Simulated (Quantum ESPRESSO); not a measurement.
Si2Ni, 3 atoms in the cell. Symmetry: Fm-3m, No. 225, cubic system. The conventional cell has a = 5.406 Å, b = 5.406 Å, c = 5.406 Å, α = 90.00°, β = 90.00°, γ = 90.00°. Around Ni (site symmetry m-3m) lie 8 Si at 2.34 Å. Around Si (site symmetry -43m) lie 4 Ni at 2.34 Å. 

```yaml
Program: Quantum ESPRESSO 7.5
Task: single point
Functional: PBE
Potentials_or_basis: SSSP 1.3 efficiency PBE
Cutoff: 748 eV
Density_cutoff: 5987 eV
k_mesh: 9 × 9 × 9
Occupations: fermi-dirac, width 0.05 eV
Spin: collinear spin, ferromagnetic start
Starting_moments: "[1.0, 0.0, 0.0] μB"
Mixing_beta: 0.3
Most_SCF_iterations: 120
SCF_threshold: 6e-10 Ry
```

Potentials or basis: SSSP 1.3 efficiency PBE.

Command:

```console
$ OMP_NUM_THREADS=2 pw.x -in pw.in > pw.out
$ OMP_NUM_THREADS=2 pp.x -in pp_density.in > pp_density.out
$ OMP_NUM_THREADS=2 pp.x -in pp_potential.in > pp_potential.out
$ OMP_NUM_THREADS=2 pp.x -in pp_spin.in > pp_spin.out
```

Hardware: 2 threads of Intel(R) Xeon(R) Platinum 8259CL CPU @ 2.50GHz (Skylake/Cascade Lake), with other jobs on the host.

Question: How long does it take, and how much memory?

Answer: Wall time 3.9 min on 2 threads of Intel(R) Xeon(R) Platinum 8259CL CPU @ 2.50GHz (Skylake/Cascade Lake) (shared host), peak memory 0.24 GiB. Counts: scf iterations 20, bands 23, k points 35, g dense 41559.
